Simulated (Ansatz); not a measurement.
Ag: strain energy, fitted

Ag, P6_3/mmc, a = 2.934 Å, c = 9.583 Å. This isn't the element's structure at ambient conditions. Ansatz: PBE, PAW, 420 eV, Γ-centred 24×24×6 mesh on 4 atoms, Gaussian smearing 0.10 eV; no spin polarisation. Series: biaxial strain in the a-b plane, c and atoms relaxed; x is the strain in per cent. y is the free energy over the unstrained cell, V0 = 17.863 Å³/atom.

```
x (%) y (meV/atom)
 -3.0             ?
 -2.0          7.24
 -1.0          1.54
  0.0          0.00
  1.0          2.21
  2.0          7.63
  3.0         15.38
```

Task: Fit y = c2 x² + c3 x³ to the other rows, turn c2 into a modulus, and predict the missing energy.

Result: Least squares on the rows shown. y = 1.7966 x² − 0.020390 x³. In eV per unit strain² c2 is 17.97; M is the biaxial modulus (E = M V0 ε²): 17.97 × 160.2 / (17.863) = 161 GPa. With a term in x⁴ added, the coefficient of x² becomes 2.022, 13 % more, which shows how far this figure hangs on the form. At x = -3.0 the fit asked for gives 16.72 meV/atom. The run gave 17.87 meV/atom, so the fit is 1.15 meV/atom too low, 6.4 % of the span of the series, against an rms of 0.37 meV/atom on the fitted rows. The row lies outside the fitted range. With a term in x⁴ added, a fit to the same known rows predicts 13.97 meV/atom, further off still.

Cost: 7 runs of about 8.8 core-minutes in all, on Intel Xeon Platinum 8488C (Sapphire Rapids) (shared hosts).